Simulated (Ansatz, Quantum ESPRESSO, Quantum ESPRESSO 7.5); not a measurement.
# Band line-up of the AlAs/GaAs(110) superlattice, 5 + 5 layers, a = 5.625 Å

Wanted: the band alignment of the AlAs/GaAs(110) superlattice, 5 + 5 layers, a = 5.625 Å.

Method: plane-wave DFT, LDA, GBRV ultrasoft pseudopotentials (cross-check by Ansatz 0.2.0 with PAW datasets), in Quantum ESPRESSO 7.5.

The experiments to compare with:

“Band offsets of semiconductor heterostructures: a hybrid density functional study” (2010, arxiv:1007.2635) quotes from earlier work for AlAs/GaAs (heterojunction): valence-band offset (valence top of GaAs over that of AlAs) 0.53 eV.

This is a report of a sequence of runs, with most program output left out.

## Step 1: The structure

The cell holds 20 atoms: 5 Al, 10 As and 5 Ga. Cell: a = 5.625 Å, b = 3.977 Å, c = 19.887 Å, α = 90.0°, β = 90.0°, γ = 90.0°. Regions: AlAs, 10 atoms (5 Al and 5 As); GaAs, 10 atoms (5 Ga and 5 As). The structure's axis is c.

## Step 2: The superlattice in Ansatz, atoms held

The atoms stay on the ideal cubic sites, so that each half of the superlattice is the very crystal whose bulk edges are computed below.

input.yaml

```yaml
crystal:
  lattice:
    - [5.625, 0.0, 0.0]
    - [0.0, 3.9774756442, 0.0]
    - [0.0, 0.0, 19.8873782209]
  atoms:
    - { symbol: Al, position: [0.0, 0.0, 0.0] }
    - { symbol: As, position: [0.25, 0.5, 0.0] }
    - { symbol: Al, position: [0.5, 0.5, 0.1] }
    - { symbol: As, position: [0.75, 0.0, 0.1] }
    - { symbol: Al, position: [0.0, 0.0, 0.2] }
    - { symbol: As, position: [0.25, 0.5, 0.2] }
    - { symbol: Al, position: [0.5, 0.5, 0.3] }
    - { symbol: As, position: [0.75, 0.0, 0.3] }
    - { symbol: Al, position: [0.0, 0.0, 0.4] }
    - { symbol: As, position: [0.25, 0.5, 0.4] }
    - { symbol: Ga, position: [0.5, 0.5, 0.5] }
    - { symbol: As, position: [0.75, 0.0, 0.5] }
    - { symbol: Ga, position: [0.0, 0.0, 0.6] }
    - { symbol: As, position: [0.25, 0.5, 0.6] }
    - { symbol: Ga, position: [0.5, 0.5, 0.7] }
    - { symbol: As, position: [0.75, 0.0, 0.7] }
    - { symbol: Ga, position: [0.0, 0.0, 0.8] }
    - { symbol: As, position: [0.25, 0.5, 0.8] }
    - { symbol: Ga, position: [0.5, 0.5, 0.9] }
    - { symbol: As, position: [0.75, 0.0, 0.9] }
kpoints:
  mp_grid: { grid: [6, 8, 1] }
hamiltonian:
  xc: lda
scf:
  occupations: { method: fermi_dirac, width: 0.02 }
  convergence: { dr2_threshold: 1.0e-08 }
output:
  eigenvalues: true
  write_potential: true
  write_density: true
  volumetric_format: npy
checkpoint:
  write: relax.run
  compress: false
  write_wavefunctions: false
```

Launch:

```sh
$ ansatz run input.yaml --threads 4 --pin off --max-ram 8192MiB --backend cpu --events-out ev --progress --plain --runs-dir out
```

The job ended after 34 s (4 threads of AMD EPYC 7R32 (Zen 2), shared host; peak memory 1.9 GiB).

This step gave:

```
free energy         : -68843.8207 eV
Fermi energy        : 7.832 eV
gap by band count   : 0.9579 eV
symmetry operations : 4
```

## Step 3: SCF with pw.x of bulk AlAs

Each bulk is run alone at the common lattice constant, to place its band edges against its own mean potential.

Level of this step: plane-wave DFT, LDA, GBRV ultrasoft pseudopotentials (Quantum ESPRESSO 7.5).

System of this step: AlAs, zinc blende at a = 5.625 Å. Symmetry: F-43m, No. 216, cubic system. Conventional cell: a = 5.625 Å, b = 5.625 Å, c = 5.625 Å, α = 90.00°, β = 90.00°, γ = 90.00°. Al has 4 As at 2.44 Å nearest. As has 4 Al at 2.44 Å nearest. Farther neighbours are not listed.

a.in

```
&control
  prefix = 'a'
  outdir = './out'
  pseudo_dir = './pseudo'
  calculation = 'scf'
  tprnfor = .true.
/
&system
  ibrav = 0
  nat = 4
  ntyp = 2
  ecutwfc = 40
  ecutrho = 200
  occupations = 'smearing'
  smearing = 'fd'
  degauss = 0.002
/
&electrons
  conv_thr = 1e-07
  mixing_beta = 0.5
  electron_maxstep = 120
/
ATOMIC_SPECIES
  Al  26.9815  al_lda_v1.uspp.F.UPF
  As  74.9216  as_lda_v1.uspp.F.UPF
CELL_PARAMETERS angstrom
  5.62500000000000 0.00000000000000 0.00000000000000
  0.00000000000000 3.97747564417433 0.00000000000000
  0.00000000000000 0.00000000000000 3.97747564417433
ATOMIC_POSITIONS crystal
  Al  0.000000000000 0.000000000000 0.000000000000
  As  0.250000000000 0.500000000000 0.000000000000
  Al  0.500000000000 0.500000000000 0.500000000000
  As  0.750000000000 0.000000000000 0.500000000000
K_POINTS automatic
  6 8 8 0 0 0
```

Launch:

```sh
$ OMP_NUM_THREADS=1 mpirun -n 4 pw.x -nk 4 -in a.in > a.out
```

The job ended after 6.8 s (4 MPI ranks; peak memory 0.38 GiB; 25 s of CPU time).

Numbers from this step:

- free energy: -1265.8293 eV
- Fermi energy: 5.496 eV

The run needed 7 iterations to bring the estimated error under 1e-07 Ry.

## Step 4: Bands along a path of bulk AlAs

A bands run reads the converged density and follows the path given under K_POINTS.

a.bands.in, as its differences from the input of step 3:

```diff
@@ -1,7 +1,6 @@
 &control
-  prefix = 'a'
+  prefix = 'a.bands'
   outdir = './out'
   pseudo_dir = './pseudo'
-  calculation = 'scf'
-  tprnfor = .true.
+  calculation = 'bands'
 /
@@ -16,2 +15,3 @@
   degauss = 0.002
+  nbnd = 16
 /
@@ -34,3 +34,9 @@
   As  0.750000000000 0.000000000000 0.500000000000
-K_POINTS automatic
-  6 8 8 0 0 0
+K_POINTS crystal_b
+6
+  0.0000000000 0.0000000000 0.0000000000 20
+  1.0000000000 0.0000000000 0.0000000000 1
+  0.0000000000 0.0000000000 0.0000000000 20
+  0.5000000000 0.0000000000 0.5000000000 1
+  0.0000000000 0.0000000000 0.0000000000 20
+  0.0000000000 0.5000000000 0.5000000000 1
```

Launch:

```sh
$ cp -r out/a.save out/a.bands.save
$ cp out/a.xml out/a.bands.xml
$ OMP_NUM_THREADS=1 mpirun -n 4 pw.x -nk 4 -in a.bands.in > a.bands.out
```

It took 9.3 s on 4 MPI ranks; peak memory 0.28 GiB.

Read from the output:

| Property | Result |
| --- | --- |
| valence top, on the run's zero | 4.809 eV |
| conduction bottom, on the run's zero | 6.110 eV |
| gap by band count | 1.301 eV |

Band numbers count within the set of bands kept for display; the cell holds two formula units, so the X point along 001 folds onto the zone centre. The electronic bands at the labelled points (eV, zero at the Fermi level, which the smearing puts inside the gap; v1 is the highest filled band, c1 the lowest empty one):

| point | v4 | v3 | v2 | v1 | c1 | c2 | c3 | c4 |
| --- | --- | --- | --- | --- | --- | --- | --- | --- |
| L | -1.53 | -1.53 | -1.53 | -1.53 | 1.37 | 1.37 | 3.96 | 3.96 |
| halfway | -3.51 | -2.35 | -1.18 | -1.18 | 1.77 | 1.86 | 4.21 | 4.21 |
| Γ | -2.92 | -0.69 | -0.69 | -0.69 | 0.61 | 1.29 | 1.50 | 3.58 |
| halfway | -3.97 | -3.62 | -2.07 | -2.07 | 1.80 | 3.02 | 3.58 | 4.95 |
| X | -2.92 | -2.92 | -2.92 | -2.92 | 0.61 | 0.61 | 1.50 | 1.50 |

## Step 5: Potential by pp.x of bulk AlAs

plot_num = 11 writes the bare and Hartree potential, whose mean serves as the common reference.

a.pot.in

```
&inputpp
  prefix = 'a'
  outdir = './out'
  filplot = 'a.pot.dat'
  plot_num = 11
/
```

Launch:

```sh
$ OMP_NUM_THREADS=1 mpirun -n 4 pp.x -in a.pot.in > a.pot.out
```

Run time: 1.3 s. Hardware: 4 MPI ranks; peak memory 0.09 GiB.

Electrostatic potential energy of an electron; zero at the Fermi level, which the smearing puts inside the gap. Potential energy, planar mean against z:

| z (Å) | potential energy, planar mean (eV) |
| --- | --- |
| 0.00 | 9.25 |
| 0.22 | 6.73 |
| 0.33 | 4.01 |
| 0.55 | -0.923 |
| 0.77 | -1.04 |
| 0.88 | -0.421 |
| 1.10 | -0.421 |
| 1.33 | -1.58 |
| 1.44 | -0.923 |
| 1.66 | 4.01 |
| 1.88 | 8.59 |
| 1.99 | 9.25 |
| 2.21 | 6.73 |
| 2.43 | 1.16 |
| 2.54 | -0.923 |
| 2.76 | -1.04 |
| 2.98 | -0.242 |
| 3.09 | -0.421 |
| 3.31 | -1.58 |
| 3.54 | 1.16 |
| 3.65 | 4.01 |
| 3.87 | 8.59 |

## Step 6: Planar and running averages of bulk AlAs

average.x takes the planar mean and smooths it over a window of one repeat.

a.avg.in

```
1
a.pot.dat
1.0
40
3
7.5163396349
```

Launch:

```sh
$ OMP_NUM_THREADS=1 average.x < a.avg.in > a.avg.out
```

Run time: 0.76 s. Hardware: 1 MPI rank; peak memory 0.1 GiB.

Read from the output:

- average.x's running mean over the crystal, on the run's own zero: 7.832 eV
- mean potential by an exact Fourier window over the crystal, on the run's own zero: 7.832 eV

Electrostatic potential energy of an electron; zero at the Fermi level, which the smearing puts inside the gap; window 3.9775 Å. The potential energy, running mean stays at 2.34 eV for z from 0 to 3.88 Å.

## Step 7: Ground state of bulk GaAs

System of this step: GaAs, zinc blende at a = 5.625 Å. The structure is cubic, space group F-43m (No. 216). Conventional cell: a = 5.625 Å, b = 5.625 Å, c = 5.625 Å, α = 90.00°, β = 90.00°, γ = 90.00°. Nearest to Ga lie 4 As at 2.44 Å. Nearest to As lie 4 Ga at 2.44 Å. Farther neighbours are not listed.

b.in

```
&control
  prefix = 'b'
  outdir = './out'
  pseudo_dir = './pseudo'
  calculation = 'scf'
  tprnfor = .true.
/
&system
  ibrav = 0
  nat = 4
  ntyp = 2
  ecutwfc = 40
  ecutrho = 200
  occupations = 'smearing'
  smearing = 'fd'
  degauss = 0.002
/
&electrons
  conv_thr = 1e-07
  mixing_beta = 0.5
  electron_maxstep = 120
/
ATOMIC_SPECIES
  Ga  69.7230  ga_lda_v1.4.uspp.F.UPF
  As  74.9216  as_lda_v1.uspp.F.UPF
CELL_PARAMETERS angstrom
  5.62500000000000 0.00000000000000 0.00000000000000
  0.00000000000000 3.97747564417433 0.00000000000000
  0.00000000000000 0.00000000000000 3.97747564417433
ATOMIC_POSITIONS crystal
  Ga  0.000000000000 0.000000000000 0.000000000000
  As  0.250000000000 0.500000000000 0.000000000000
  Ga  0.500000000000 0.500000000000 0.500000000000
  As  0.750000000000 0.000000000000 0.500000000000
K_POINTS automatic
  6 8 8 0 0 0
```

Launch:

```sh
$ OMP_NUM_THREADS=1 mpirun -n 4 pw.x -nk 4 -in b.in > b.out
```

It took 15 s on 4 MPI ranks; peak memory 0.43 GiB.

Numbers from this step:

* free energy: -12376.4047 eV
* Fermi energy: 7.387 eV

## Step 8: Bands along a path of bulk GaAs

b.bands.in, as its differences from the input of step 7:

```diff
@@ -1,7 +1,6 @@
 &control
-  prefix = 'b'
+  prefix = 'b.bands'
   outdir = './out'
   pseudo_dir = './pseudo'
-  calculation = 'scf'
-  tprnfor = .true.
+  calculation = 'bands'
 /
@@ -16,2 +15,3 @@
   degauss = 0.002
+  nbnd = 32
 /
@@ -34,3 +34,9 @@
   As  0.750000000000 0.000000000000 0.500000000000
-K_POINTS automatic
-  6 8 8 0 0 0
+K_POINTS crystal_b
+6
+  0.0000000000 0.0000000000 0.0000000000 20
+  1.0000000000 0.0000000000 0.0000000000 1
+  0.0000000000 0.0000000000 0.0000000000 20
+  0.5000000000 0.0000000000 0.5000000000 1
+  0.0000000000 0.0000000000 0.0000000000 20
+  0.0000000000 0.5000000000 0.5000000000 1
```

Launch:

```sh
$ cp -r out/b.save out/b.bands.save
$ cp out/b.xml out/b.bands.xml
$ OMP_NUM_THREADS=1 mpirun -n 4 pw.x -nk 4 -in b.bands.in > b.bands.out
```

It took 17 s on 4 MPI ranks; peak memory 0.34 GiB.

This step gave:

```
valence top, on the run's zero       : 7.169 eV
conduction bottom, on the run's zero : 7.571 eV
gap by band count                    : 0.4024 eV
```

Band numbers count within the set of bands kept for display; the cell holds two formula units, so the X point along 001 folds onto the zone centre. Electronic bands along the path, in eV, zero at the Fermi level, which the smearing puts inside the gap; v1 is the highest filled band, c1 the lowest empty one:

| point | v4 | v3 | v2 | v1 | c1 | c2 | c3 | c4 |
| --- | --- | --- | --- | --- | --- | --- | --- | --- |
| L | -1.39 | -1.39 | -1.39 | -1.39 | 0.67 | 0.67 | 4.38 | 4.38 |
| halfway | -3.55 | -2.31 | -0.92 | -0.91 | 1.13 | 1.87 | 4.35 | 4.35 |
| Γ | -2.96 | -0.22 | -0.22 | -0.22 | 0.18 | 1.10 | 1.32 | 3.47 |
| halfway | -3.85 | -3.66 | -1.95 | -1.95 | 1.65 | 2.97 | 4.39 | 4.42 |
| X | -2.96 | -2.96 | -2.96 | -2.96 | 1.10 | 1.10 | 1.32 | 1.32 |

## Step 9: Potential by pp.x of bulk GaAs

b.pot.in

```
&inputpp
  prefix = 'b'
  outdir = './out'
  filplot = 'b.pot.dat'
  plot_num = 11
/
```

Launch:

```sh
$ OMP_NUM_THREADS=1 mpirun -n 4 pp.x -in b.pot.in > b.pot.out
```

Elapsed: 1.4 s, on 4 MPI ranks; peak memory 0.1 GiB; 4.6 s of CPU time.

## Step 10: Planar and running averages of bulk GaAs

b.avg.in

```
1
b.pot.dat
1.0
40
3
7.5163396349
```

Launch:

```sh
$ OMP_NUM_THREADS=1 average.x < b.avg.in > b.avg.out
```

The job ended after 0.73 s (1 MPI rank; peak memory 0.1 GiB).

Read from the output:

| Property | Result |
| --- | --- |
| average.x's running mean over the crystal, on the run's own zero | 9.653 eV |
| mean potential by an exact Fourier window over the crystal, on the run's own zero | 9.653 eV |

## Step 11: Self-consistent run of the superlattice

The superlattice gives the step of the mean potential between the two crystals; (110) layers are neutral, so no field builds up.

System of this step: AlAs/GaAs(110) superlattice, 5 + 5 layers, a = 5.625 Å. The cell holds 20 atoms: 5 Al, 10 As and 5 Ga. Cell: a = 5.625 Å, b = 3.977 Å, c = 19.887 Å, α = 90.0°, β = 90.0°, γ = 90.0°. Regions: AlAs, 10 atoms (5 Al and 5 As); GaAs, 10 atoms (5 Ga and 5 As). The structure's axis is c.

ab.in

```
&control
  prefix = 'ab'
  outdir = './out'
  pseudo_dir = './pseudo'
  calculation = 'scf'
  tprnfor = .true.
/
&system
  ibrav = 0
  nat = 20
  ntyp = 3
  ecutwfc = 40
  ecutrho = 200
  occupations = 'smearing'
  smearing = 'fd'
  degauss = 0.002
/
&electrons
  conv_thr = 1e-07
  mixing_beta = 0.5
  electron_maxstep = 120
/
ATOMIC_SPECIES
  Al  26.9815  al_lda_v1.uspp.F.UPF
  As  74.9216  as_lda_v1.uspp.F.UPF
  Ga  69.7230  ga_lda_v1.4.uspp.F.UPF
CELL_PARAMETERS angstrom
  5.62500000000000 0.00000000000000 0.00000000000000
  0.00000000000000 3.97747564420000 0.00000000000000
  0.00000000000000 0.00000000000000 19.88737822090000
ATOMIC_POSITIONS crystal
  Al  0.000000000000 0.000000000000 0.000000000000
  As  0.250000000000 0.500000000000 0.000000000000
  Al  0.500000000000 0.500000000000 0.100000000000
  As  0.750000000000 0.000000000000 0.100000000000
  Al  0.000000000000 0.000000000000 0.200000000000
  As  0.250000000000 0.500000000000 0.200000000000
  Al  0.500000000000 0.500000000000 0.300000000000
  As  0.750000000000 0.000000000000 0.300000000000
  Al  0.000000000000 0.000000000000 0.400000000000
  As  0.250000000000 0.500000000000 0.400000000000
  Ga  0.500000000000 0.500000000000 0.500000000000
  As  0.750000000000 0.000000000000 0.500000000000
  Ga  0.000000000000 0.000000000000 0.600000000000
  As  0.250000000000 0.500000000000 0.600000000000
  Ga  0.500000000000 0.500000000000 0.700000000000
  As  0.750000000000 0.000000000000 0.700000000000
  Ga  0.000000000000 0.000000000000 0.800000000000
  As  0.250000000000 0.500000000000 0.800000000000
  Ga  0.500000000000 0.500000000000 0.900000000000
  As  0.750000000000 0.000000000000 0.900000000000
K_POINTS automatic
  6 8 1 0 0 0
```

Launch:

```sh
$ OMP_NUM_THREADS=1 mpirun -n 4 pw.x -nk 2 -in ab.in > ab.out
```

It took 7.3 min on 4 MPI ranks; peak memory 1.4 GiB.

Numbers from this step:

| Item | Value |
| --- | --- |
| free energy | -34105.4752 eV |
| Fermi energy | 6.613 eV |

The program's own clock; routines nest. Time by routine:

| routine | wall time (s) | calls |
| --- | --- | --- |
| PWSCF | 438.7 | 1 |
| electrons | 430.3 | 1 |
| c_bands | 389 | 21 |
| cegterg | 363.6 | 223 |
| h_psi | 204.3 | 1646 |
| vloc_psi | 131.9 | 1646 |
| fftw | 131.5 | 190624 |
| calbec | 45.88 | 1896 |
| h_psi:calbec | 36.31 | 1646 |
| sum_band | 34.02 | 21 |
| s_psi | 33.37 | 1646 |
| add_vuspsi | 32.9 | 1646 |
| cdiaghg | 17.46 | 1636 |
| newd | 7.03 | 22 |

The run needed 21 iterations to bring the estimated error under 1e-07 Ry; the largest force on any atom, held or free, is 0.04 eV/Å.

## Step 12: Electrostatic potential of the superlattice

ab.pot.in

```
&inputpp
  prefix = 'ab'
  outdir = './out'
  filplot = 'ab.pot.dat'
  plot_num = 11
/
```

Launch:

```sh
$ OMP_NUM_THREADS=1 mpirun -n 4 pp.x -in ab.pot.in > ab.pot.out
```

Run time: 2.1 s. Hardware: 4 MPI ranks; peak memory 0.26 GiB; 7.6 s of CPU time.

Electrostatic potential energy in the ca plane at fractional y = 0.000, with atoms of Al and As and Ga within 0.2 Å of it. With pseudopotentials it is smooth inside the atoms' cores, unlike the true potential.

Ten even steps from '0' (-50 eV) to '9' (217 eV), each cell a mean:
```
11111110000111111100001111111000011111110000
11121111001111211110011122111100111221111001
12785111111127851111111278511111112785111111
13998211111139982111111399811111113998111111
11685111111126851111111178511111111784111211
11121111221111211112211112111122111121111221
11111112222111111122221111111222211111112222
21111122222211111222222111112222221111122222
22111222222221112222222222222222222222222222
22222222222222222222222222222222222222222222
12222111111122221111111222221111122222211111
11121111111111211111111122211111111222111111
11111111111111111111111112111111111221111111
11111110001111111100011111111000111111110001
11111110000111111100001111111000011111110000
```
Columns run along c (16.0 Å, from fractional 0.05 to 0.85 of the cell; values clipped at the 3rd and 97th percentile), rows up along a (5.6 Å). Atoms in or near the plane, at fractional coordinates: As at (0.10, 0.75), Al at (0.20, 0.00), As at (0.30, 0.75), Al at (0.40, 0.00), As at (0.50, 0.75), Ga at (0.60, 0.00), As at (0.70, 0.75), Ga at (0.80, 0.00).

## Step 13: Macroscopic average of the superlattice

ab.avg.in

```
1
ab.pot.dat
1.0
200
3
7.5163396349
```

Launch:

```sh
$ OMP_NUM_THREADS=1 average.x < ab.avg.in > ab.avg.out
```

Run time: 1.2 s. Hardware: 1 MPI rank; peak memory 0.12 GiB.

Read from the output:

- average.x's running mean in the AlAs layers, on the run's own zero: 8.765 eV
- slope of the running mean in the AlAs layers: 2.65e-4 eV/Å
- mean potential by an exact Fourier window in the AlAs layers, on the run's own zero: 8.765 eV
- average.x's running mean in the GaAs layers, on the run's own zero: 8.717 eV
- slope of the running mean in the GaAs layers: 1.50e-4 eV/Å
- mean potential by an exact Fourier window in the GaAs layers, on the run's own zero: 8.717 eV

Electrostatic potential energy of an electron; zero at the Fermi level; window 3.9775 Å. The potential energy, running mean by z:

| z (Å) | potential energy, running mean (eV) |
| --- | --- |
| 0.0 | 2.14 |
| 0.5 | 2.18 |
| 1.0 | 2.17 |
| 1.5 | 2.16 |
| 2.0 | 2.15 |
| 2.5 | 2.15 |
| 3.0 | 2.15 |
| 3.5 | 2.15 |
| 4.0 | 2.15 |
| 4.5 | 2.15 |
| 5.0 | 2.15 |
| 5.5 | 2.15 |
| 6.0 | 2.15 |
| 6.5 | 2.16 |
| 7.0 | 2.17 |
| 7.5 | 2.17 |
| 8.0 | 2.14 |
| 8.5 | 2.11 |
| 9.0 | 2.14 |
| 9.5 | 2.15 |
| 10.0 | 2.12 |
| 10.5 | 2.08 |
| 11.0 | 2.09 |
| 11.5 | 2.10 |
| 12.0 | 2.10 |
| 12.5 | 2.10 |
| 13.0 | 2.10 |
| 13.5 | 2.10 |
| 14.0 | 2.10 |
| 14.5 | 2.10 |
| 15.0 | 2.10 |
| 15.5 | 2.11 |
| 16.0 | 2.10 |
| 16.5 | 2.10 |
| 17.0 | 2.09 |
| 17.5 | 2.09 |
| 18.0 | 2.13 |
| 18.5 | 2.15 |
| 19.0 | 2.12 |
| 19.5 | 2.12 |

## Step 14: Projected density of states

Projections on atomic orbitals tell which layers and orbitals hold the states near the zero of energy.

pdos.in

```
&projwfc
  prefix = 'ab'
  outdir = './out'
  filpdos = 'pdos'
  Emin = 3.613
  Emax = 10.613
  DeltaE = 0.05
  ngauss = 0
  degauss = 0.006
/
```

Launch:

```sh
$ OMP_NUM_THREADS=1 mpirun -n 4 projwfc.x -in pdos.in > pdos.out
```

Wall time 4.8 s (4 MPI ranks); peak memory 0.39 GiB.

This step gave:

```
spilling of the projection : 0.0023
```

The density of states has structure finer than the step of the table below, so its rows give means over 0.2 eV, whole bins alone (the curve runs from -3.00 to 2.30 eV). Peaks (eV: height): -2.95: 22.2, -2.30: 20.5, -1.70: 15.1.

Gaussian width 0.006 Ry; cut where the computed bands begin to run out. The density of states by energy, zero at the Fermi level; means over each step:

| energy (eV) | density of states (states/eV a cell) |
| --- | --- |
| -2.8 | 14.0 |
| -2.6 | 13.1 |
| -2.4 | 14.9 |
| -2.2 | 15.6 |
| -2.0 | 11.2 |
| -1.8 | 12.3 |
| -1.6 | 12.4 |
| -1.4 | 8.60 |
| -1.2 | 4.82 |
| -1.0 | 4.10 |
| -0.8 | 2.70 |
| -0.6 | 0.933 |
| -0.4 | 0.152 |
| -0.2 | 3.3e-4 |
| 0.0 | 0 |
| 0.2 | 3.6e-4 |
| 0.4 | 0.139 |
| 0.6 | 0.598 |
| 0.8 | 2.22 |
| 1.0 | 4.34 |
| 1.2 | 5.66 |
| 1.4 | 8.35 |
| 1.6 | 9.21 |
| 1.8 | 12.2 |
| 2.0 | 13.6 |
| 2.2 | 15.1 |

Projected DOS an atom over height of the atomic layer and energy from the Fermi level. Columns are the atomic layers from the bottom up.

Ten even steps from '_' (0.00 states/eV) to '@' (0.93 states/eV), each cell a mean:
```
##############**####
************##**##**
====--====**********
----------==++==++==
::::::::::--::--::--
..........::::::::::
__......____________
____________________
____________________
____________________
____________________
____________________
__________..........
..........::::::::::
::::::::::::::--::::
==========++++++++++
**********##########
**********++++++++++
####################
%%%%%%%%%%####**####
##########**********
@@@@@@@@@@@@@@@@@@@@
```
Columns: height of the atomic layer (Å) from 0 to 17.9; rows upwards: energy from the Fermi level (eV) from -3.00 to 2.30.

Löwdin valence electrons by atom:

| atom | Löwdin valence electrons (e) |
| --- | --- |
| Al1 | 2.7 |
| As2 | 5.2 |
| Al3 | 2.7 |
| As4 | 5.3 |
| Al5 | 2.7 |
| As6 | 5.3 |
| Al7 | 2.7 |
| As8 | 5.3 |
| Al9 | 2.7 |
| As10 | 5.2 |
| Ga11 | 18.9 |
| As12 | 5.1 |
| Ga13 | 19.0 |
| As14 | 5.0 |
| Ga15 | 19.0 |
| As16 | 5.0 |
| Ga17 | 19.0 |
| As18 | 5.0 |
| Ga19 | 18.9 |
| As20 | 5.1 |

The atomic orbitals miss 0.2 % of the occupied states; for empty states the projections can miss much more.

[end of part 1 of 2]

[Logs are printed without paths, hosts, clocks, repeated set-up lines and the standing remarks that a program may print on its own settings, such as how far it seeks lower states.]

[Hosts, paths, dates, database ids (printed as entryN), source tags and the programs' standing remarks are cut or masked in the printed files.]

[Maps of the electrostatic potential energy from Ansatz leave out the sawtooth potential of an applied field or a dipole correction, so their vacuum need not be flat; planar profiles and work functions include it.]
